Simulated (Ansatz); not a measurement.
## Compressing Al: a fit and a missing row

Al, Fm-3m, a = 3.992 Å. Ansatz: r2SCAN, PAW, 500 eV, Γ-centred 18×18×18 mesh on 1 atom, Gaussian smearing 0.10 eV; no spin polarisation. Symmetry fixes shape and atoms, so the cell is only scaled; pressure is positive in compression.

```
V (Å³/atom) P (GPa)
     13.996        ?
     14.473    10.76
     14.950     6.56
     15.427     3.01
     15.904     0.00
     16.381    -2.54
     16.859    -4.68
     17.495    -6.99
```

**Question.** Take V0 = 15.904 Å³/atom, fit the third-order Birch–Murnaghan form to the other rows, and predict the missing pressure.

**Answer.** With the Eulerian strain f = ½[(V0/V)^(2/3) − 1] and y = P/[3f(1 + 2f)^(5/2)], the form is the line y = B0 + 1.5 B0 (B0′ − 4) f. Rows (f, y): 0.03244, 94.5; 0.02105, 93.7; 0.01025, 93.0; -0.00975, 91.2; -0.01907, 90.2; -0.03079, 88.7. Means f = 0.0006883, y = 91.883; Σ(Δf)² = 0.003004, ΣΔfΔy = 0.2713; the slope is their ratio. y = 91.82 + 90.32 f GPa, so B0 = 91.8 GPa and B0′ = 4 + 2 × (90.32)/(3 × 91.82) = 4.66. At V = 13.996, f = 0.04447, y = 95.84 and P = 15.82 GPa. The run gave 15.71 GPa, so the fit is 0.11 GPa too high, a small miss on the scale of the series.